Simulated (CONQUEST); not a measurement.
Crystal: PbSe (Clausthalite).

```
Pb Se
1.0
     4.32841    0.00000    0.00000
     0.00000    4.32841    0.00000
     0.00000    0.00000    6.12130
Pb Se
2 2
Direct
  0.49669 0.50046 0.49729
  0.99669 0.00046 0.99729
  0.49424 0.50155 0.00154
  0.99424 0.00155 0.50154
```

The cell isn't the ideal one: atoms moved at random, drawn with an rms of 0.05 Å.

Base run:

```yaml
Program: CONQUEST 1.3
Functional: PBE
Potentials_or_basis: PseudoDojo NC PBE, SZ, grid cutoff 120 Ha
k_mesh: 6 × 6 × 5
Occupations: fermi-dirac, width 0.05 eV
Spin: no spin polarisation
```

Its results: band gap on the k mesh 0.90 eV; pressure 6.2 GPa; largest force 0.082 eV/Å.

After a change of settings the same cell gave: band gap on the k mesh 0.80 eV; pressure 4.2 GPa; largest force 0.068 eV/Å. Which change was it?
A. potentials or basis from PseudoDojo NC PBE, SZ, grid cutoff 120 Ha to PseudoDojo NC PBE, DZ, grid cutoff 120 Ha
B. potentials or basis from PseudoDojo NC PBE, SZ, grid cutoff 120 Ha to PseudoDojo NC PBE, SZP, grid cutoff 120 Ha
C. potentials or basis from PseudoDojo NC PBE, SZ, grid cutoff 120 Ha to PseudoDojo NC PBE, DZP, grid cutoff 120 Ha
D. potentials or basis from PseudoDojo NC PBE, SZ, grid cutoff 120 Ha to PseudoDojo NC PBE, DZP, grid cutoff 150 Ha

A.

Caveats: the atomic basis is small; spin-orbit coupling is left out, which as a rule narrows the gap of such compounds by several tenths of an eV; an odd mesh through Γ misses points on the zone boundary, where band edges often lie; the basis of atomic orbitals isn't converged, which shifts pressures, moduli and gaps; the box holds several primitive cells, so bands are folded and the points are those of the box's own zone (some runs).
